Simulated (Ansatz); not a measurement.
# Re: a trigonal deformation path and further scans

One table from this session's results is given with a row withheld; the runs are named, their logs left out.

Method: DFT PBE, scalar-relativistic, plane waves, PAW, in Ansatz 0.2.0.

## The structure to begin with

The structure is cubic, space group Fm-3m (No. 225). Conventional cell: a = 3.950 Å, b = 3.950 Å, c = 3.950 Å, α = 90.00°, β = 90.00°, γ = 90.00°. Re (site symmetry m-3m) is surrounded by 12 Re at 2.79 Å.

As a file:

```xyz
1
Lattice="0.0000 1.9750 1.9750 1.9750 0.0000 1.9750 1.9750 1.9750 0.0000" Properties=species:S:1:pos:R:3 pbc="T T T"
Re    0.0000    0.0000    0.0000
```

No relaxation comes first: the listed cell is the starting point.

Set-up of the first run:

Contents of input.yaml:

```yaml
crystal:
  lattice:
    - [0.0, 1.975, 1.975]
    - [1.975, 0.0, 1.975]
    - [1.975, 1.975, 0.0]
  atoms:
    - { symbol: Re, position: [0.0, 0.0, 0.0] }
basis:
  ecutwfc: 420
kpoints:
  mp_grid: { grid: [22, 22, 22] }
hamiltonian:
  xc: pbe
scf:
  occupations: { method: gaussian, width: 0.15 }
output:
  forces: true
  stress: true
  eigenvalues: true
```

Launch:

```console
> ansatz run input.yaml --threads 1 --pin off --max-ram 1228MiB --backend cpu --events-out ev --progress --plain --runs-dir out
```

Among the steps run: Zero of the scan; Point ρ = 0.500; Point ρ = 2.000; ρ = 0.710; At ρ = 1.410; Point ρ = 0.600; Point ρ = 0.850; ρ = 1.200.

One of the session's tables, all rows but one given; the rest of the session is left out.

Collected from the runs (energy zero: the undisturbed cell):

| ρ | ΔE (meV/atom) | pressure (GPa) |
| --- | --- | --- |
| 0.500 | 1483.9 | 34.7 |
| 0.600 | 1324.3 | 31.0 |
| 0.710 | 817.2 | 16.7 |
| 0.850 | 281.9 | -0.7 |
| 1.000 | 0.0 | -9.2 |
| 1.200 | 419.4 | 4.4 |
| 1.410 | ? | ? |
| 2.000 | 5818.5 | 187.9 |

Q: Estimate the row for ρ = 1.410 from the others.

Worked estimate for «ΔE (meV/atom)». A straight line through the neighbours (1.200, 419.4) and (2.000, 5818.5) gives 419.4 + (5818.5 − 419.4) × (1.410 − 1.200) / (2.000 − 1.200) = 1836.7; a parabola fitted to 3 rows on both sides gives 1260.3.

As computed: ΔE (meV/atom): 1413.2; pressure (GPa): 39.5. In «ΔE (meV/atom)» the line misses by +423.5 and the parabola by -152.9.
